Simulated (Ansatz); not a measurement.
## YH3O3: ¹⁷O NMR of the central transition

Cell: a computed structure from the Materials Project (it need not be an observed phase), atoms as given.

Space group P6_3 (No. 173); a = 6.3817, c = 3.5180 Å, γ = 120.00°.

```
site  Wyckoff  site symmetry       x       y       z
   Y       2b            3..  0.3333  0.6667  0.8127
   H       6c              1  0.8612  0.7192  0.8508
   O       6c              1  0.6906  0.6042  0.8081
```

One atom of each set is listed.

The numbers come from a DFT calculation in Ansatz (r2SCAN, plane waves and PAW, scalar-relativistic, 500 eV cutoff, Γ-centred 4×4×6 k-points, Fermi–Dirac smearing 0.02 eV).

¹⁷O has I = 5/2 and Q = -25.58 mb (Pyykkö 2018); at 28.2 T its Larmor frequency is ν₀ = 162.8 MHz. Only the quadrupole interaction is simulated: positions count from each site's isotropic chemical shift, and J coupling is left out, as are shift anisotropy and dipolar coupling, which fast spinning averages.

**Question.** What does the ¹⁷O spectrum (fast magic-angle spinning) show for each site?

**Answer.** 

```csv
site,first shell,C_Q (MHz),η,P_Q (MHz),δ_QIS (ppm),breadth (kHz)
O,1 H at 0.97 Å; also 3 Y at 2.41–2.50 Å,-7.79,0.08,7.80,-13.8,4.93
```

δ_QIS = −(ν_Q²/30ν₀²)[I(I+1) − 3/4](1 + η²/3) × 10⁶ ppm with ν_Q = 3|C_Q|/[2I(2I−1)]; it falls as 1/B₀² in ppm, and the breadth as 1/B₀ in kHz.

At O V_zz points along its bond to H (within 3°).

At this cell the principal stresses reach 5 GPa in size with r2SCAN, which can matter for small gradients. The largest force is 0.5 eV/Å, so the atoms aren't at the calculated equilibrium and relaxing them would move these values.
